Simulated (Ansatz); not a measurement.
## MnS: from the end of a run back to its start

MnS is taken as an experimental structure (space group P6_3mc), 4 atoms in the cell. Source: COD entry 1538836, which need not be the ambient phase.

```
CELL_PARAMETERS angstrom
3.99600 0.00000 0.00000
-1.99800 3.46064 0.00000
0.00000 0.00000 6.44600
ATOMIC_POSITIONS crystal
Mn 0.33333 0.66667 0.00000
Mn 0.66667 0.33333 0.50000
S 0.33333 0.66667 0.37500
S 0.66667 0.33333 0.87500
```

Site labels below count the atoms in this order, from 1.

Computed with DFT, PBE+U, PAW, plane waves, scalar-relativistic in Ansatz development build ahead of 0.2.0.

- Hubbard term (Dudarev form): U − J = 3.9 eV on Mn d, on Löwdin-orthonormalised all-electron atomic orbitals
- Plane-wave cutoff: 420 eV
- k-point mesh: 7×7×4 (Γ-centred)
- Occupations: Fermi–Dirac smearing, 0.05 eV

The total moment includes the space between the atomic spheres.

A static U favours moments and orbital order; the result depends on U and need not be the measured state.

In a plain SCF nothing is tried after convergence. Default search: extra SCF cycles where an unstable direction or a doubtful shell filling shows. With a search on, the program may also reshape the start on open shells. Ends within 0.2 meV/atom and 0.1 μB count as one state.

One run gave this history:

| iteration | Harris–Foulkes energy + 9603 (eV) | largest residual (eV) | M (μB) | absolute moment (μB) |
| --- | --- | --- | --- | --- |
| 1 | 0.4365 | 4.23e+00 | 10.00 | 10.00 |
| 2 | 0.8223 | 9.62e-01 | 10.00 | 10.00 |
| 3 | 0.7899 | 2.19e-01 | 10.00 | 10.00 |
| 4 | 0.7017 | 2.01e-02 | 10.00 | 10.00 |
| 5 | 0.6408 | 4.93e-03 | 10.00 | 10.00 |
| 6 | 0.6165 | 7.03e-04 | 10.00 | 10.00 |
| 7 | 0.6046 | 1.95e-04 | 10.00 | 10.00 |
| 8 | 0.5992 | 8.44e-05 | 10.00 | 10.00 |
| 9 | 0.5936 | 8.14e-05 | 10.00 | 10.00 |
| 10 | 0.5937 | 5.44e-06 | 10.00 | 10.00 |
| 11 | 0.5937 | 1.93e-06 | 10.00 | 10.00 |
| 12 | 0.5936 | 1.17e-07 | 10.00 | 10.00 |
| 13 | 0.5936 | 1.11e-08 | 10.00 | 10.00 |

It ended ferromagnetic, site moments Mn1 4.35, Mn2 4.35 μB, total 10.00 μB per cell, a gap of 1.38 eV on the k-mesh.

**Question.** These set-ups ended in different states. Which one gave the run above?
A. opposed moments +-, default search for lower states [Mn1 4.50, Mn2 -4.50 μB]
B. a moment on one site alone, plain SCF [Mn1 4.50 μB]
C. parallel moments, default search for lower states [Mn1 4.50, Mn2 4.50 μB]
D. parallel moments scaled by 0.03, plain SCF [Mn1 0.14, Mn2 0.14 μB]

**Answer.** C. The others ended as follows, with energies against this run: “a moment on one site alone, plain SCF” magnetic with very unequal moments on like atoms, +1080 meV/atom; “opposed moments +-, default search for lower states” antiferromagnetic, -31.8 meV/atom; “parallel moments scaled by 0.03, plain SCF” ferromagnetic with opposed moments on main-group atoms, +1729 meV/atom.
